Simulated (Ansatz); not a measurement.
# Response of BaTe to small distortions

```
Ba Te
1.0
     0.00000    3.41000    3.41000
     3.41000    0.00000    3.41000
     3.41000    3.41000    0.00000
Ba Te
1 1
Direct
  0.00000 0.00000 0.00000
  0.50000 0.50000 0.50000
```

Atom numbers follow the list: Ba1, Te2.

The cell is COD entry 1010423, as deposited and not checked against the literature; nothing was relaxed. It is an old determination, and later ones may differ.

No spin–orbit coupling, which matters for the heavy atoms here.

Computed with DFT, PBE, all-electron PAW with datasets made for the crystal, scalar-relativistic (Ansatz 0.2.0).

Settings: a Γ-centred 10×10×10 k mesh, Fermi–Dirac smearing of 0.05 eV, cutoff 240 eV (chosen by the program for this cell), no spin polarisation.

The unchanged cell is at 3.81 GPa, so energy changes include a term −P ΔV where the volume moves.

x, y and z are the Cartesian axes of the cell as listed; fractional coordinates follow a strain, and an engineering shear is twice the off-diagonal strain component.

Vzz stands for the principal value of largest size of the field-gradient tensor, whatever its axis.

Spin–orbit coupling is left out, which moves gradients at and beside heavy atoms by some per cent and at worst by a factor of two.

With this change (x and y strained by +3 %, z held), what becomes of the energy and stress and field gradients and gap?

Energy change -33 meV/atom; stress change (xx, yy, zz, yz, xz, xy) -3.00, -3.00, -0.74, 0.00, 0.00, 0.00 GPa, compression positive; Vzz in 10²¹ V/m²: Ba1 0 → -3.21 (η = 0.00), Te2 0 → -3.34 (η = 0.00); gap on the k mesh 1.43 → 1.50 eV.

With this change (x and y strained by +1.5 %, z held), what becomes of the energy and stress and field gradients and gap?

Energy change -22 meV/atom; stress change (xx, yy, zz, yz, xz, xy) -1.65, -1.65, -0.38, 0.00, 0.00, 0.00 GPa, compression positive; Vzz in 10²¹ V/m²: Ba1 0 → -1.66 (η = 0.00), Te2 0 → -1.74 (η = 0.00); gap on the k mesh 1.43 → 1.47 eV.

With atom 2 (Te) moved by (0.1200, 0.0000, 0.0000) Å: energy change +11 meV/atom; stress change (xx, yy, zz, yz, xz, xy) 0.55, -0.08, -0.08, 0.00, 0.00, 0.00 GPa, compression positive; change of the force on Te2 (-0.366, 0.000, 0.000) eV/Å; Vzz in 10²¹ V/m²: Ba1 0 → -0.36 (η = 0.00), Te2 0 → -0.64 (η = 0.00); gap on the k mesh 1.43 → 1.45 eV.

What force constant does this one finite step give for Te2 along its displacement (all its periodic images move with it)?

k = −ΔF·u/|u|² = 3.05 eV/Å², so the force pulls the atom back.
